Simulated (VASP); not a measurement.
BN, 4 atoms in the cell. It takes space group P6_3mc (No. 186, hexagonal). Conventional cell: a = 2.541 Å, b = 2.541 Å, c = 4.203 Å, α = 90.00°, β = 90.00°, γ = 120.00°. B (site symmetry 3m) is surrounded by 4 N at 1.56 to 1.57 Å. Around N (site symmetry 3m) lie 4 B at 1.56 to 1.57 Å. Measurements of this composition are mostly on another form, of space group No. 194.

* Program: VASP 6.6.1
* Task: single point
* Functional: PBEsol
* Potentials or basis: VASP PAW PBE potentials, release 64 (B, N)
* Cutoff: 520 eV
* k mesh: 12 × 12 × 6
* Occupations: gaussian, width 0.02 eV
* Spin: no spin polarisation
* Dipole correction: no
* Further INCAR settings: ALGO = Fast; EDIFF = 1e-07; NBANDS = 16

Potentials or basis: VASP PAW PBE potentials, release 64 (B, N).

Command:

```bash
$ cat potpaw_PBE.64/B/POTCAR potpaw_PBE.64/N/POTCAR > POTCAR
$ mpirun -np 1 vasp_std > vasp.out
```

Hardware: 1 thread of Intel(R) Xeon(R) Platinum 8559C (Emerald Rapids) (shared host).

Q: Estimate the wall time of this run.

A: It took 15 s on 1 thread of Intel(R) Xeon(R) Platinum 8559C (Emerald Rapids), on a shared host, peak memory 0.14 GiB. Counts: scf iterations 14, k points 76.
